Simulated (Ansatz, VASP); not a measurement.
## One calculation of Rb, two programs

```
Rb
1.0
    -2.92087    2.82641    2.71242
     2.91628   -2.85910    2.74053
     2.84329    2.78152   -2.74511
Rb
1
Direct
  0.00230 0.99471 0.99463
```

Change from the starting cell: cell strained at random at fixed volume.

Alike in both runs: task single point; functional PBEsol; k mesh 7 × 7 × 7; occupations fermi-dirac, width 0.05 eV; no spin polarisation.

```csv
,VASP,Ansatz
version,VASP 6.6.1,Ansatz 0.2.0
potentials or method,"VASP PAW PBE potentials, release 64 (Rb_sv), cutoff 520 eV","all-electron LAPW, scalar-relativistic"
```

|  | VASP | Ansatz | Ansatz less VASP |
| --- | --- | --- | --- |
| gap on the k mesh at the Fermi level (eV) | none | none | - |
| pressure (GPa) | -0.1 | -0.1 | 0.00 |
| largest component of the traceless stress (GPa) | 0.07 | 0.07 | 0.000 |

A gap of «none» marks a metal or a gap that the smearing closes. Ansatz ran all-electron here, so the differences hold the error of VASP's frozen core and of both bases.

Caveats: the PAW data sets were made with another functional, which shifts forces and pressure a little (VASP).
